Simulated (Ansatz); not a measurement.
Input and output for InSb (rocksalt type): DFT, PBE, all-electron LAPW, scalar-relativistic (Ansatz 0.2.0). This run: rocksalt relaxed under pressure.

The cell comes from a relaxation on PAW files under the same functional, begun from a prototype that needn't be the stable phase.

Command: `ansatz run input.yaml --threads 1 --pin off --max-ram 3584MiB --backend cpu --events-out ev --progress --plain --runs-dir out` It took 21 s on 1 thread of Intel(R) Xeon(R) 6975P-C (Granite Rapids), on a shared host, peak memory 0.59 GiB.

```yaml
crystal:
  lattice:
    - [0.0, 2.7287028153, 2.7287028153]
    - [2.7287028153, 0.0, 2.7287028153]
    - [2.7287028153, 2.7287028153, 0.0]
  atoms:
    - { symbol: In, position: [0.0, 0.0, 0.0] }
    - { symbol: Sb, position: [0.5, 0.5, 0.5] }
kpoints:
  mp_grid: { grid: [13, 13, 13] }
scf:
  occupations: { method: fermi_dirac, width: 0.05 }
hamiltonian:
  xc: pbe
  pseudopotentials: { kind: all_electron, lapw: { basis_error: 0.0005 } }
output:
  forces: true
  stress: true
  eigenvalues: true
relax:
  f_tol: 0.005
  max_steps: 12
  cell: { p_target: 41.0, stress_tol: 0.03 }
```

Output:

```
The last accepted step is kept in <dir> (removed where the run ends without a failure and the disk answers)
LAPW: plane waves up to 9.106 Å⁻¹, error target 5.0e-4 eV per atom; small_component_spin mean_spin; In in spheres of 1.326 Å, 21 of its electrons in bands, Dirac shells []; Sb in spheres of 1.321 Å, 23 of its electrons in bands, Dirac shells [] (how accurate: hamiltonian.pseudopotentials.lapw.basis_error, Limitations)
Engine: ansatz 0.2.0
Pseudopotentials: kind: all_electron
Pseudopotential: In, LAPW, valence charge 21, lapw/all_electron/scalar/gaussian/In, Koelling and Harmon's equation, gaussian nucleus
Pseudopotential: Sb, LAPW, valence charge 23, lapw/all_electron/scalar/gaussian/Sb, Koelling and Harmon's equation, gaussian nucleus
Functional definition: PBE
  parameter kappa = 0.804
  parameter beta = 0.06672455060314922
  exchange = pbe_x(kappa = kappa, mu = beta*pi^2/3)
  correlation = pbe_c(beta = beta)
Crystal: 2 atoms, lattice volume = 40.635 Å³
Basis set: ecut = 315.95224964567205 eV, 531 PW (Γ), exchange–correlation at level 2
Bands: 27, of which v1, the nominal top of the filled ones, is band 22 counted from 1 (21 counted from 0)
Symmetry: 48 space group operations
Space group: Fm-3m (ITA 225), of the structure as read, at distance tolerance 3.4e-5 Å
k-points: 84 of 2197
Non-local potential: In, projectors of the file, none
Non-local potential: Sb, projectors of the file, none
Initial density: superposition of atomic densities (chi_scale 0.1, normalization cell, long waves kept (reshape's long-wave potential 0.00 eV rms))
Initial wavefunctions: plane waves of lowest kinetic energy (no species holds an atomic orbital)
Functional: x = pbe(κ = 0.804, μ = 0.2195149727645171), c = pbe(β = 0.06672455060314922)
iter 1 solved again at ethr=3.78e-4 eV; its pass at ethr=1.00e-1 eV (dr2=1.66e-1 eV) is discarded
SCF iter   1: F=—  HF=-336412.645739 eV  |F-HF|=—  |Δ(HF+E_count)|=         —  Δρ=1.86e-2  dr2=1.67e-1  ethr=3.78e-4  ⟨swp⟩=3.0  Hψ=14801  notcnv=0
preconditioner: auto → Kerker (q_TF=auto, 2.765 Å⁻¹)  [metal: Δε(μ)=0.052 eV  Ē_g=22.960 eV  σ=0.050 eV  W_gap=0.24  n_scr=14 (ndim 8)  ℏωp=30.8 eV  f_vac=0.000  D(μ)=1.04/eV (n_scr^D=8)]
SCF iter   2: F=—  HF=-336412.564670 eV  |F-HF|=—  |Δ(HF+E_count)|=   8.11e-2  Δρ=1.16e-2  dr2=6.66e-2  ethr=3.78e-4  ⟨swp⟩=2.0  Hψ=6700  notcnv=0
SCF iter   3: F=—  HF=-336412.558431 eV  |F-HF|=—  |Δ(HF+E_count)|=   6.24e-3  Δρ=7.23e-3  dr2=2.97e-2  ethr=1.51e-4  ⟨swp⟩=2.0  Hψ=6298  notcnv=0
SCF iter   4: F=—  HF=-336412.555386 eV  |F-HF|=—  |Δ(HF+E_count)|=   3.05e-3  Δρ=2.22e-3  dr2=3.18e-3  ethr=6.74e-5  ⟨swp⟩=2.0  Hψ=6573  notcnv=0  defer=1
iter 5 solved again at ethr=6.46e-7 eV; its pass at ethr=7.22e-6 eV (dr2=2.84e-4 eV) is discarded
SCF iter   5: F=—  HF=-336412.555654 eV  |F-HF|=—  |Δ(HF+E_count)|=   2.68e-4  Δρ=6.51e-4  dr2=2.85e-4  ethr=6.46e-7  ⟨swp⟩=2.0  Hψ=10954  notcnv=0
SCF iter   6: F=—  HF=-336412.555361 eV  |F-HF|=—  |Δ(HF+E_count)|=   2.93e-4  Δρ=3.81e-4  dr2=4.60e-5  ethr=6.46e-7  ⟨swp⟩=2.0  Hψ=6297  notcnv=0
SCF iter   7: F=—  HF=-336412.555384 eV  |F-HF|=—  |Δ(HF+E_count)|=   2.29e-5  Δρ=1.11e-4  dr2=5.12e-6  ethr=1.05e-7  ⟨swp⟩=3.0  Hψ=6502  notcnv=0
SCF iter   8: F=—  HF=-336412.555386 eV  |F-HF|=—  |Δ(HF+E_count)|=   1.24e-6  Δρ=2.18e-5  dr2=2.62e-7  ethr=1.16e-8  ⟨swp⟩=3.0  Hψ=6636  notcnv=0
SCF iter   9: F=-336412.555386 eV  HF=-336412.555386 eV  |F-HF|=1.24e-8  |Δ(HF+E_count)|=   7.26e-8  Δρ=7.51e-6  dr2=3.30e-8  ethr=5.95e-10  ⟨swp⟩=2.0  Hψ=6297  notcnv=0
SCF 1 converged in 9 iterations: F = -336412.555386 eV  dr2 = 3.30e-8
relax step   1: F+E_penalty+E_count = -336412.55538555 eV  Δ(F+E_penalty+E_count) = +0.000e0 eV  max|allowed force component| = 1.150e-31 eV/Å  Δτ_max = 0.0000 Å  P = +40.996 GPa  Ω = 40.635 Å³  (9 SCF iters, accepted)
Initial density: handed on by an earlier stage of this run
Initial wavefunctions: those handed on with the density
iter 1 solved again at ethr=3.72e-11 eV; its pass at ethr=1.00e-1 eV (dr2=1.64e-8 eV) is discarded
SCF iter   1: F=—  HF=-336412.555386 eV  |F-HF|=—  |Δ(HF+E_count)|=         —  Δρ=5.62e-6  dr2=1.64e-8  ethr=3.72e-11  ⟨swp⟩=5.9  Hψ=11463  notcnv=0
preconditioner: auto → Kerker (q_TF=auto, 2.765 Å⁻¹)  [metal: Δε(μ)=0.039 eV  Ē_g=23.206 eV  σ=0.050 eV  W_gap=0.19  n_scr=14 (ndim 8)  ℏωp=30.8 eV  f_vac=0.002  D(μ)=1.14/eV (n_scr^D=8)]
SCF iter   2: F=-336412.555386 eV  HF=-336412.555386 eV  |F-HF|=2.15e-9  |Δ(HF+E_count)|=   1.21e-8  Δρ=3.80e-6  dr2=7.72e-9  ethr=3.72e-11  ⟨swp⟩=2.0  Hψ=6297  notcnv=0
SCF 2 converged in 2 iterations: F = -336412.555386 eV  dr2 = 7.72e-9
relax step   2: F+E_penalty+E_count = -336412.55538556 eV  Δ(F+E_penalty+E_count) = -5.355e-9 eV  max|allowed force component| = 5.423e-31 eV/Å  Δτ_max = 0.0000 Å  P = +40.996 GPa  Ω = 40.635 Å³  stress off target by 3.73e-3 GPa  SCF on the basis re-selected at this cell (its energy is not comparable with the rows above)  (2 SCF iters)
basis re-selected at this cell: Δ(F+E_penalty+E_count) = -5.355e-9 eV, ΔP = -0.000 GPa vs the last step (what re-selecting the basis moved, after the strain that the cell walked since its last selection, with what the two solves' SCF thresholds leave and, on support functions, any second-order correction that the steps lacked; it is no measure of the basis error at this ecutwfc). This SCF's stress stands 3.73e-3 GPa from its target on what of the cell is left free (relax.cell.stress_tol is 3.00e-2 GPa) and its largest allowed force component is 5.42e-31 eV/Å (relax.f_tol is 5.00e-3 eV/Å): within both
SCF converged after 2 iterations
Free energy (F): -336412.555386 eV
Harris-Foulkes:  -336412.555386 eV  (|F-HF|=2.15e-9)
Internal energy: -336412.546560 eV  (E = F + TS)
E sigma→0 (E₀):  -336412.550973 eV
Entropy (-TS):   -0.008825 eV (-4.413 meV/atom)
Fermi energy:    19.515671 eV
--- Per-component energies (eV) ---
  E_band       = -1182.460371
  E_kinetic    = 353886.969770
  E_xc         = -9003.068396
  E_electrostatic = -681296.447934  (all electrons and nuclei)
  E_smearing   = -0.008825  (= −TS)
  E_closure    = 0.000000  (closes the sum)
  E_atoms      = -336407.490643  (free atoms, spherical and without spin; not in F)
  Σ components = -336412.555386   (vs F -336412.555386, Δ=0.00e0)
  Basis errors (estimates in eV, not in F): energy 1.6e-4 per atom: plane waves 1.5e-4 (8.7e-5 summed), levels above the bands 1.5e-61, relativity 3.7e-8, radial functions 6.4e-6, core shells 6.5e-7; eigenvalues (radial functions only) 8.1e-7; not estimated: angular momenta, meshes, grids; target (lapw.basis_error) 5.0e-4; muffin-tin radii In 1.326 Å, Sb 1.321 Å
--- Forces (eV/Å), atoms counted from 1 ---
  atom   1  In    -0.00000000     0.00000000    -0.00000000
  atom   2  Sb    -0.00000000     0.00000000     0.00000000
  max |Σ_I F_I| component: 1.28e-30 eV/Å
--- Stress (GPa, compression-positive) ---
       40.996266       0.000000       0.000000
        0.000000      40.996266       0.000000
        0.000000       0.000000      40.996266
  P = ⅓ Tr σ = 40.9963 GPa (409.963 kbar)
--- Band table (eV; the first three rows and the last of 84) ---
  k-point 0: bands = ["-124.8408", "-96.4919", "-77.8217", "-77.8217", "-77.8217", "-54.9849", "-54.9849", "-54.9849", "-9.7398", "-9.7398", "-9.6934", "-9.6934", "-9.6934", "4.2813", "4.2813", "4.3123", "4.3123", "4.3123", "5.6117", "19.2750", "19.2750", "19.2750", "22.2027", "25.9576", "25.9576", "25.9576", "26.0900"]
  k-point 1: bands = ["-124.8408", "-96.4919", "-77.8217", "-77.8217", "-77.8217", "-54.9849", "-54.9849", "-54.9849", "-9.7391", "-9.7391", "-9.6931", "-9.6926", "-9.6926", "4.2732", "4.2732", "4.3105", "4.3160", "4.3160", "5.7033", "18.4151", "19.2878", "19.2878", "22.7987", "25.1672", "25.9235", "25.9235", "26.3822"]
  k-point 2: bands = ["-124.8408", "-96.4919", "-77.8218", "-77.8217", "-77.8217", "-54.9851", "-54.9849", "-54.9849", "-9.7372", "-9.7372", "-9.6920", "-9.6900", "-9.6900", "4.2487", "4.2487", "4.3044", "4.3283", "4.3283", "5.9784", "16.8266", "19.3337", "19.3337", "23.1962", "25.0782", "25.0782", "25.2389", "25.9821"]
  k-point 83: bands = ["-124.8408", "-96.4918", "-77.8218", "-77.8218", "-77.8218", "-54.9854", "-54.9854", "-54.9852", "-9.7412", "-9.7254", "-9.6863", "-9.6818", "-9.6663", "3.9025", "4.2134", "4.3161", "4.3407", "4.4441", "10.4265", "13.0325", "14.2405", "14.3050", "22.4532", "23.8459", "25.4755", "26.6553", "31.5709"]
--- Relaxed structure (1 steps of the walk, 1 accepted, 1 SCFs on fresh bases) ---
  F+E_penalty+E_count = -336412.55538556 eV   max|allowed force component| = 5.423e-31 eV/Å   (the final SCF, on the basis selected at the relaxed cell)
  cell:  # Å, volume = 40.6349 Å³
    - [0.0, 2.7287028153, 2.7287028153]
    - [2.7287028153, 0.0, 2.7287028153]
    - [2.7287028153, 2.7287028153, 0.0]
  atoms:
    - { symbol: In, position: [0.0, 0.0, 0.0] }
    - { symbol: Sb, position: [0.5, 0.5, 0.5] }
```

Next run (CsCl relaxed under pressure), as changes to the input before:

```diff
   lattice:
-    - [0.0, 2.7287028153, 2.7287028153]
-    - [2.7287028153, 0.0, 2.7287028153]
-    - [2.7287028153, 2.7287028153, 0.0]
+    - [3.3676575386, 0.0, 0.0]
+    - [0.0, 3.3676575386, 0.0]
+    - [0.0, 0.0, 3.3676575386]
   atoms:
```

Results part of the output:

```
basis re-selected at this cell: Δ(F+E_penalty+E_count) = -7.567e-10 eV, ΔP = -0.000 GPa vs the last step (what re-selecting the basis moved, after the strain that the cell walked since its last selection, with what the two solves' SCF thresholds leave and, on support functions, any second-order correction that the steps lacked; it is no measure of the basis error at this ecutwfc). This SCF's stress stands 2.19e-3 GPa from its target on what of the cell is left free (relax.cell.stress_tol is 3.00e-2 GPa) and its largest allowed force component is 3.62e-31 eV/Å (relax.f_tol is 5.00e-3 eV/Å): within both
SCF converged after 2 iterations
Free energy (F): -336412.467485 eV
Harris-Foulkes:  -336412.467485 eV  (|F-HF|=2.91e-10)
Internal energy: -336412.462429 eV  (E = F + TS)
E sigma→0 (E₀):  -336412.464957 eV
Entropy (-TS):   -0.005055 eV (-2.528 meV/atom)
Fermi energy:    21.054488 eV
--- Per-component energies (eV) ---
  E_band       = -1112.953192
  E_kinetic    = 353885.159564
  E_xc         = -9003.063481
  E_electrostatic = -681294.558511  (all electrons and nuclei)
  E_smearing   = -0.005055  (= −TS)
  E_closure    = 0.000000  (closes the sum)
  E_atoms      = -336407.490643  (free atoms, spherical and without spin; not in F)
  Σ components = -336412.467485   (vs F -336412.467485, Δ=0.00e0)
  Basis errors (estimates in eV, not in F): energy 1.3e-4 per atom: plane waves 1.3e-4 (6.7e-5 summed), levels above the bands 4.7e-67, relativity 1.1e-8, radial functions 5.0e-6, core shells 8.9e-8; eigenvalues (radial functions only) 1.9e-5; not estimated: angular momenta, meshes, grids; target (lapw.basis_error) 5.0e-4; muffin-tin radii In 1.420 Å, Sb 1.409 Å
--- Forces (eV/Å), atoms counted from 1 ---
  atom   1  In    -0.00000000     0.00000000     0.00000000
  atom   2  Sb    -0.00000000     0.00000000     0.00000000
  max |Σ_I F_I| component: 2.70e-30 eV/Å
--- Stress (GPa, compression-positive) ---
       41.002190       0.000000      -0.000000
        0.000000      41.002190       0.000000
       -0.000000       0.000000      41.002190
  P = ⅓ Tr σ = 41.0022 GPa (410.022 kbar)
--- Band table (eV; the first three rows and the last of 84) ---
  k-point 0: bands = ["-123.4512", "-94.7132", "-76.4322", "-76.4322", "-76.4322", "-53.2068", "-53.2068", "-53.2068", "-8.3503", "-8.3503", "-8.2831", "-8.2831", "-8.2831", "5.8616", "5.8616", "6.1938", "6.1938", "6.1938", "6.7033", "19.9478", "19.9478", "19.9478", "21.2820", "25.1111", "25.1111", "33.1519", "33.1519"]
  k-point 1: bands = ["-123.4512", "-94.7132", "-76.4322", "-76.4322", "-76.4322", "-53.2070", "-53.2068", "-53.2068", "-8.3500", "-8.3459", "-8.2843", "-8.2843", "-8.2829", "5.8627", "5.8763", "6.1842", "6.1842", "6.1937", "6.7854", "18.8697", "20.0529", "20.0529", "21.9418", "25.1570", "25.7146", "32.4865", "32.4865"]
  k-point 2: bands = ["-123.4512", "-94.7132", "-76.4324", "-76.4322", "-76.4322", "-53.2076", "-53.2067", "-53.2067", "-8.3493", "-8.3337", "-8.2877", "-8.2877", "-8.2823", "5.8659", "5.9154", "6.1576", "6.1576", "6.1935", "7.0327", "17.2342", "20.3637", "20.3637", "22.5501", "25.2942", "27.2925", "31.0454", "31.0454"]
  k-point 83: bands = ["-123.4511", "-94.7128", "-76.4328", "-76.4328", "-76.4328", "-53.2098", "-53.2098", "-53.2098", "-8.3297", "-8.3294", "-8.3294", "-8.2304", "-8.2304", "5.8137", "5.8215", "5.8215", "6.3654", "6.3654", "13.6523", "17.5234", "17.9685", "17.9685", "19.0436", "19.8851", "19.8851", "20.8152", "40.3619"]
--- Relaxed structure (1 steps of the walk, 1 accepted, 1 SCFs on fresh bases) ---
  F+E_penalty+E_count = -336412.46748452 eV   max|allowed force component| = 3.616e-31 eV/Å   (the final SCF, on the basis selected at the relaxed cell)
  cell:  # Å, volume = 38.1930 Å³
    - [3.3676575386, 0.0, 0.0]
    - [0.0, 3.3676575386, 0.0]
    - [0.0, 0.0, 3.3676575386]
  atoms:
    - { symbol: In, position: [0.0, 0.0, 0.0] }
    - { symbol: Sb, position: [0.5, 0.5, 0.5] }
```

Next run (zincblende relaxed under pressure), as changes to the input before:

```diff
   lattice:
-    - [3.3676575386, 0.0, 0.0]
-    - [0.0, 3.3676575386, 0.0]
-    - [0.0, 0.0, 3.3676575386]
+    - [0.0, 2.8896664538, 2.8896664538]
+    - [2.8896664538, 0.0, 2.8896664538]
+    - [2.8896664538, 2.8896664538, 0.0]
   atoms:
-    - { symbol: Sb, position: [0.5, 0.5, 0.5] }
+    - { symbol: Sb, position: [0.25, 0.25, 0.25] }
 kpoints:
-  mp_grid: { grid: [13, 13, 13] }
+  mp_grid: { grid: [12, 12, 12] }
 scf:
```

Results part of the output:

```
basis re-selected at this cell: Δ(F+E_penalty+E_count) = -1.647e-8 eV, ΔP = -0.000 GPa vs the last step (what re-selecting the basis moved, after the strain that the cell walked since its last selection, with what the two solves' SCF thresholds leave and, on support functions, any second-order correction that the steps lacked; it is no measure of the basis error at this ecutwfc). This SCF's stress stands 9.46e-3 GPa from its target on what of the cell is left free (relax.cell.stress_tol is 3.00e-2 GPa) and its largest allowed force component is 6.36e-18 eV/Å (relax.f_tol is 5.00e-3 eV/Å): within both
SCF converged after 2 iterations
Free energy (F): -336412.280700 eV
Harris-Foulkes:  -336412.280700 eV  (|F-HF|=7.45e-9)
Internal energy: -336412.280672 eV  (E = F + TS)
E sigma→0 (E₀):  -336412.280686 eV
Entropy (-TS):   -0.000028 eV (-0.014 meV/atom)
Fermi energy:    16.452971 eV
--- Per-component energies (eV) ---
  E_band       = -10424.651967
  E_kinetic    = 353892.714360
  E_xc         = -9003.193781
  E_electrostatic = -681301.801250  (all electrons and nuclei)
  E_smearing   = -0.000028  (= −TS)
  E_closure    = 0.000000  (closes the sum)
  E_atoms      = -336407.490643  (free atoms, spherical and without spin; not in F)
  Σ components = -336412.280700   (vs F -336412.280700, Δ=0.00e0)
[... lines left out ...]
       -0.000000      40.990537       0.000000
       -0.000000       0.000000      40.990537
  P = ⅓ Tr σ = 40.9905 GPa (409.905 kbar)
--- Band table (eV; the first three rows and the last of 72) ---
  k-point 0: bands = ["-494.9847", "-494.9847", "-494.9847", "-494.9844", "-494.9844", "-412.9429", "-412.9429", "-412.9425", "-412.9425", "-412.9425", "-128.4358", "-100.3020", "-81.4186", "-81.4186", "-81.4186", "-58.7978", "-58.7978", "-58.7978", "-13.3478", "-13.3478", "-13.3478", "-13.2921", "-13.2921", "0.3167", "0.3167", "0.3167", "0.5537", "0.5537", "2.6782", "16.2229", "16.2229", "16.2229", "18.0664", "18.9768", "18.9768", "18.9768", "22.1328", "24.8756", "24.8756"]
  k-point 1: bands = ["-494.9847", "-494.9847", "-494.9847", "-494.9844", "-494.9844", "-412.9429", "-412.9429", "-412.9425", "-412.9425", "-412.9425", "-128.4358", "-100.3020", "-81.4186", "-81.4186", "-81.4186", "-58.7978", "-58.7978", "-58.7978", "-13.3479", "-13.3476", "-13.3476", "-13.2919", "-13.2919", "0.3023", "0.3216", "0.3216", "0.5527", "0.5527", "2.7816", "15.1109", "16.0264", "16.0264", "18.3262", "19.2150", "19.2150", "19.5264", "22.6466", "24.1726", "24.1726"]
  k-point 2: bands = ["-494.9847", "-494.9847", "-494.9847", "-494.9844", "-494.9844", "-412.9429", "-412.9429", "-412.9425", "-412.9425", "-412.9425", "-128.4358", "-100.3020", "-81.4186", "-81.4186", "-81.4186", "-58.7979", "-58.7978", "-58.7978", "-13.3482", "-13.3471", "-13.3471", "-13.2912", "-13.2912", "0.2654", "0.3347", "0.3347", "0.5507", "0.5507", "3.0844", "13.3737", "15.6064", "15.6064", "18.0933", "19.6908", "19.6908", "20.8253", "23.2206", "23.6419", "23.6419"]
  k-point 71: bands = ["-494.9847", "-494.9847", "-494.9847", "-494.9844", "-494.9844", "-412.9429", "-412.9429", "-412.9425", "-412.9425", "-412.9425", "-128.4358", "-100.3020", "-81.4186", "-81.4186", "-81.4186", "-58.7980", "-58.7979", "-58.7978", "-13.3500", "-13.3467", "-13.3408", "-13.2908", "-13.2847", "0.0888", "0.4275", "0.4340", "0.5269", "0.5404", "6.3802", "8.6720", "11.5456", "11.6340", "20.1443", "20.8005", "21.0314", "21.0536", "27.4668", "28.1847", "28.2297"]
--- Relaxed structure (1 steps of the walk, 1 accepted, 1 SCFs on fresh bases) ---
  F+E_penalty+E_count = -336412.28069961 eV   max|allowed force component| = 6.361e-18 eV/Å   (the final SCF, on the basis selected at the relaxed cell)
  cell:  # Å, volume = 48.2584 Å³
    - [0.0, 2.8896664538, 2.8896664538]
    - [2.8896664538, 0.0, 2.8896664538]
    - [2.8896664538, 2.8896664538, 0.0]
  atoms:
    - { symbol: In, position: [0.0, 0.0, 0.0] }
    - { symbol: Sb, position: [0.25, 0.25, 0.25] }
```

Spin–orbit coupling is left out, which matters for the heavy atoms.
